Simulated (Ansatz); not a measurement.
input.yaml (Ansatz)

```yaml
crystal:
  lattice:
    - [0.0, 2.3308254774, 2.3308254774]
    - [2.3308254774, 0.0, 2.3308254774]
    - [2.3308254774, 2.3308254774, 0.0]
  atoms:
    - { symbol: In, position: [0.0, 0.0, 0.0] }
hamiltonian:
  xc: rpbe
  pseudopotentials:
    kind: paw
    azcp:
      In: "pseudopotentials/In.paw.azcp"
basis:
  ecutwfc: 420
  fft_grid_basis: typed
kpoints:
  mp_grid: { grid: [13, 13, 13], shift: [0, 0, 0] }
magnetization:
  spin_polarized: false
scf:
  occupations: { method: fermi_dirac, width: 0.1 }
  lower_state_search: "off"
output:
  stress: true
```

Output

```
Engine: ansatz 0.2.0, aarch64-unknown-linux-gnu
Pseudopotentials: kind: paw
Pseudopotential: In, paw, valence charge 13, recommended cutoff 420 eV (normal) 
Functional definition: RPBE
  parameter kappa = 0.804
  parameter beta = 0.06672455060314922
  exchange = rpbe_x(kappa = kappa, mu = beta*pi^2/3)
  correlation = pbe_c(beta = beta)
Crystal: 1 atoms, lattice volume = 25.326 Å³
Basis set: ecut = 420 eV, 531 PW (Γ)
Bands: 11, of which v1, the nominal top of the filled ones, is band 7 counted from 1 (6 counted from 0)
Symmetry: 48 space group operations
Space group: Fm-3m (ITA 225), of the structure as read, at distance tolerance 2.9e-5 Å
k-points: 84 of 2197
Non-local potential: In, projectors of the file, l = 0: 2, l = 1: 2, l = 2: 2, l = 3: 2
PAW form: soft (Blöchl's): semilocal exchange-correlation on the pseudo side does not see the compensation charge
PAW frozen core: In, regenerated for the run's functional, and the local potential with it (the file was generated under x = pbe(κ = 0.804, μ = 0.2195149727645171), c = pbe(β = 0.06672455060314922))
PAW one-centre angular grid: In, 590 points (default); XC on 64 Gauss nodes
Initial density: superposition of atomic densities (neutral atoms: chi_scale 0, normalization atom), corrected by the library's trained network
Initial wavefunctions: pseudopotential atomic-orbital guess
Functional: x = rpbe, c = pbe(β = 0.06672455060314922)
SCF iter   1: F=—  HF=-5606.226785 eV  |F-HF|=—  |Δ(HF+E_count)|=         —  Δρ=3.75e-3  dr2=1.86e-3  ethr=1.77e-3  ⟨swp⟩=4.9  Hψ=5408  notcnv=0
SCF iter   2: F=—  HF=-5606.226146 eV  |F-HF|=—  |Δ(HF+E_count)|=   6.39e-4  Δρ=1.66e-3  dr2=3.97e-4  ethr=1.43e-5  ⟨swp⟩=2.1  Hψ=2044  notcnv=0
SCF iter   3: F=—  HF=-5606.226198 eV  |F-HF|=—  |Δ(HF+E_count)|=   5.25e-5  Δρ=4.48e-4  dr2=3.07e-5  ethr=3.06e-6  ⟨swp⟩=1.0  Hψ=905  notcnv=0
SCF iter   4: F=—  HF=-5606.226203 eV  |F-HF|=—  |Δ(HF+E_count)|=   4.85e-6  Δρ=5.50e-5  dr2=3.82e-7  ethr=2.36e-7  ⟨swp⟩=2.3  Hψ=1374  notcnv=0
iter 5 did not close the SCF: its close was put off for the readings that it lacked (scf_convergence_deferred on its scf_iter line)
SCF iter   5: F=-5606.226203 eV  HF=-5606.226203 eV  |F-HF|=5.60e-9  |Δ(HF+E_count)|=   3.27e-7  Δρ=9.62e-6  dr2=1.03e-8  ethr=2.93e-9  ⟨swp⟩=3.0  Hψ=1470  notcnv=0
SCF iter   6: F=-5606.226203 eV  HF=-5606.226203 eV  |F-HF|=2.64e-11  |Δ(HF+E_count)|=   1.86e-9  Δρ=1.13e-6  dr2=1.03e-10  ethr=7.91e-11  ⟨swp⟩=1.7  Hψ=2863  notcnv=0
SCF 1 converged in 6 iterations: F = -5606.226203 eV  dr2 = 1.03e-10
SCF converged after 6 iterations
Free energy (F): -5606.226203 eV
Harris-Foulkes:  -5606.226203 eV  (|F-HF|=2.64e-11)
Internal energy: -5606.212557 eV  (E = F + TS)
E sigma→0 (E₀):  -5606.219380 eV
Entropy (-TS):   -0.013646 eV (-13.646 meV/atom)
Fermi energy:    10.925602 eV
--- Per-component energies (eV) ---
  E_band       = -16.604845
  E_kinetic    = 241.676372
  E_local      = -1054.769310  (includes V_loc(G=0)·N_el)
  E_nonlocal   = 365.877657
  E_hartree    = 414.798237
  E_xc         = -216.577431
  E_vxc        = -99.725641  (∫ρ·V_xc dr)
  E_paw        = -4160.558623  (= ΣΔE_a)
  E_vpaw       = -299.260607  (= ΣTr[D̂ρ^β])
  E_aug_tail   = 0.000026  (compensation charges beyond the density's cutoff)
  E_ewald      = -1196.726841
  E_core_change = 0.067356  (= ΣΔE_core)
  E_smearing   = -0.013646  (= −TS)
  E_closure    = 0.000000  (closes the sum)
  Σ components = -5606.226203   (vs F -5606.226203, Δ=0.00e0)
--- Stress (GPa, compression-positive) ---
        5.439063      -0.000000      -0.000000
        0.000000       5.439063       0.000000
       -0.000000      -0.000000       5.439063
  P = ⅓ Tr σ = 5.4391 GPa (54.391 kbar)
```

Command:

```sh
ansatz run input.yaml --threads 2 --pin off --max-ram 5120MiB --backend cpu --events-out ev --progress --plain --runs-dir out
```

On 2 threads of Arm Neoverse V2 (shared host) this took about 0.68 s of wall time and 1.2 s of CPU time.
